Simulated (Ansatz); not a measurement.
Crystal: AlN.

```
Al N
1.0
     0.00000    2.18399    2.18399
     2.18399    0.00000    2.18399
     2.18399    2.18399    0.00000
Al N
1 1
Cartesian
  0.0000 0.0000 0.0000
  1.0920 1.0920 1.0920
```

Measurements of this composition are mostly on another form, of space group No. 186.

Base run:

```yaml
Program: Ansatz 0.2.0
Functional: BLYP
Potentials_or_basis: all-electron LAPW, scalar-relativistic
Cutoff: 378 eV (chosen from the basis error)
Basis_error_allowed: 0.001 eV/atom
k_mesh: 10 × 10 × 10
Occupations: fermi-dirac, width 0.05 eV
Spin: no spin polarisation
```

Its results: band gap on the k mesh 3.68 eV, indirect (least direct gap 4.48 eV); pressure 7.9 GPa.

Problem. The run is repeated on the same cell with these changes: functional from BLYP to LDA. What comes out?

Solution. Band gap on the k mesh 3.24 eV, indirect (least direct gap 4.23 eV); pressure -3.6 GPa.

LDA binds more tightly than BLYP, so the same cell stands under less pressure.
